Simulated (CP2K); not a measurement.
CdS (Hawleyite): band structure with PBEsol

Crystal: CdS (Hawleyite).

```
CELL_PARAMETERS angstrom
4.12455 0.00000 0.00000
2.06228 3.57197 0.00000
2.06228 1.19066 3.36768
ATOMIC_POSITIONS crystal
Cd 0.00000 0.00000 0.00000
S 0.75000 0.75000 0.75000
```

| Property | Result |
| --- | --- |
| Program | CP2K 2026.2 |
| Task | band structure |
| Functional | PBEsol |
| Potentials or basis | POTENTIAL_UZH Cd GTH-PBE-q12, S GTH-PBE-q6; TZVP-MOLOPT-PBE-GTH basis |
| Density cutoff | 9184 eV |
| k mesh | 8 × 8 × 8 |
| Occupations | fermi-dirac, width 0.05 eV |
| Spin | no spin polarisation |
| SCF solver | diagonalisation with k points |
| Quickstep method | GPW |
| EPS_DEFAULT | 1.0E-9 |
| EPS_SCF | 1.0E-6 |
| MAX_SCF | 100 |
| SCF_GUESS | ATOMIC |
| k points reduced by the point group | yes |
| Mesh centred on Gamma | yes |
| CHOLESKY | OFF |
| EPS_EIGVAL | 1.0E-7 |
| MIXING METHOD | BROYDEN_MIXING |
| MIXING ALPHA | 0.4 |
| NBUFFER | 8 |
| NGRIDS | 5 |
| Basis sets | Cd TZVP-MOLOPT-PBE-GTH-q12, S TZVP-MOLOPT-PBE-GTH-q6 |
| Potentials | Cd GTH-PBE-q12 of POTENTIAL_UZH, S GTH-PBE-q6 of POTENTIAL_UZH |
| ADDED_MOS | [10] |
| Points a segment of the path (NPOINTS) | 8 |
| Bands added on the path | 2 |
| REL_CUTOFF (Ry) | 60 Ry |
| MIXING BETA (1/bohr) | 1.5 1/bohr |
| CUTOFF of the grids | 675 Ry |

```json
{
  "Pressure": "0.6 GPa",
  "Band gap on the k mesh": "0.98 eV, direct",
  "Band gap along the path": "0.98 eV, direct",
  "Mulliken charges": "Cd +0.78; S -0.78 e"
}
```

Levels at the corners of the path, in eV from the valence-band top:
```
point  band 7  band 8  band 9  band 10  band 11  band 12
    Γ    0.00    0.00    0.00     0.98     6.66     6.66
    X   -4.05   -1.94   -1.94     3.40     4.26     9.06
    W   -4.00   -2.36   -2.26     5.33     5.39     7.33
    K   -4.04   -2.62   -1.58     4.12     5.38     8.39
    Γ    0.00    0.00    0.00     0.98     6.66     6.66
    L   -4.52   -0.78   -0.78     2.89     6.98     6.98
    U   -4.04   -2.62   -1.58     4.12     5.38     8.39
    W   -4.00   -2.36   -2.26     5.33     5.39     7.33
    L   -4.52   -0.78   -0.78     2.89     6.98     6.98
    K   -4.04   -2.62   -1.58     4.12     5.38     8.39
    U   -4.04   -2.62   -1.58     4.12     5.38     8.39
    X   -4.05   -1.94   -1.94     3.40     4.26     9.06
```

Wall time 26 s on 1 thread of Arm Neoverse V2, with other jobs on the host, peak memory 0.41 GiB.

Caveat: Mulliken charges move with the basis; the potentials were made for another functional, which shifts forces and pressure; the basis of atomic orbitals isn't converged, which shifts pressures, moduli and gaps. As with any semilocal functional, this PBEsol gap is likely too small.
